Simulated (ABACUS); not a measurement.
The system is Si2W.

```
W Si
1.0
    -1.60690    1.60690    3.91495
     1.60690   -1.60690    3.91495
     1.60690    1.60690   -3.91495
W Si
1 2
Direct
  0.00000 0.00000 0.00000
  0.66530 0.66530 0.00000
  0.33470 0.33470 0.00000
```

Base run:

* Program: ABACUS 3.10.1
* Functional: TPSS
* Potentials or basis: SG15 ONCV 1.2 PBE
* Cutoff: 1007 eV
* Density cutoff: 4027 eV
* Basis: plane waves
* k mesh: 12 × 12 × 12
* Occupations: fermi-dirac, width 0.05 eV
* Spin: no spin polarisation

Its results: band gap on the k mesh none (metal or under the smearing width); pressure 1.4 GPa; largest force 0.106 eV/Å.

**Question.** The run is repeated on the same cell with these changes: functional from TPSS to LDA. What comes out?

**Answer.** Band gap on the k mesh none (metal or under the smearing width); pressure -5.3 GPa; largest force 0.115 eV/Å.

Caveats: the potentials were made for another functional, which shifts forces and pressure.
